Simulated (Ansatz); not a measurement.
## KF: moving K off its site

KF, Fm-3m, a = 5.347 Å (as given, not relaxed at this level: -0.5 GPa). Ansatz: r2SCAN, PAW, 500 eV, Γ-centred 8×8×8 mesh on 2 atoms, Gaussian smearing 0.05 eV; no spin polarisation.

```
K F
1.0
     0.00000    2.67350    2.67350
     2.67350    0.00000    2.67350
     2.67350    2.67350    0.00000
K F
1 1
Direct
  0.00000 0.00000 0.00000
  0.50000 0.50000 0.50000
```

Atom 1 (K) moves by x along the unit vector (1.000, 0.000, 0.000), with its periodic images; all else is held. y is the free energy of the cell over the start, F the force along the path summed over the moved atoms. Symmetry makes y even in x.

| x (Å) | y (meV) | F (eV/Å) |
| --- | --- | --- |
| -0.200 | 35.60 | 0.39 |
| -0.100 | 8.31 | 0.17 |
| 0.000 | 0.00 | 0.00 |
| 0.025 | 0.51 | -0.04 |
| 0.050 | 2.04 | -0.08 |
| 0.075 | 4.62 | -0.12 |
| 0.125 | ? | ? |
| 0.150 | 19.24 | -0.27 |
| 0.175 | 26.68 | -0.33 |

Fit y = c2 x² + c4 x⁴ to the energies of the other rows, give the force constant, and predict energy and force of the missing row.

Least squares on the rows shown. y = 810.49 x² + 1986.2 x⁴. The force constant is 2 c2 = 1.62 eV/Å² (for all images moving together, not for a lone atom). With two atoms in a cubic cell this is the optical mode at Γ without the LO field: ω = 521.5 √(2 c2/μ) = 186 cm⁻¹ for μ = 12.79 u. The force −dy/dx at the missing row is -0.22 eV/Å (computed -0.22). At x = 0.125 the fit asked for gives 13.15 meV. The run gave 13.15 meV, the same to the digits shown.